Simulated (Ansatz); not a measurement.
Hf:

```
Hf
1.0
     0.00000    2.22000    2.22000
     2.22000    0.00000    2.22000
     2.22000    2.22000    0.00000
Hf
1
Direct
  0.00000 0.00000 0.00000
```

This isn't the form of Hf at room conditions, which is hcp.

Base run:

- Program: Ansatz 0.2.0
- Functional: LDA
- Potentials or basis: Ansatz PAW
- Cutoff: 420 eV (not typed: the program's choice for these potentials)
- k mesh: 7 × 7 × 7
- Occupations: fermi-dirac, width 0.05 eV
- Spin: spin-orbit coupling, no magnetisation

Its results: band gap on the k mesh none (metal or under the smearing width); pressure -5.6 GPa.

Task: The run is repeated on the same cell with these changes: functional from LDA to PBE. What comes out?

Result: Band gap on the k mesh none (metal or under the smearing width); pressure 3.1 GPa.

PBE binds less tightly than LDA, so the same cell stands under more pressure.

Caveats: the PAW data sets come from PBE, with cores solved anew for the run's functional, which leaves a small shift of forces and pressure (some runs).
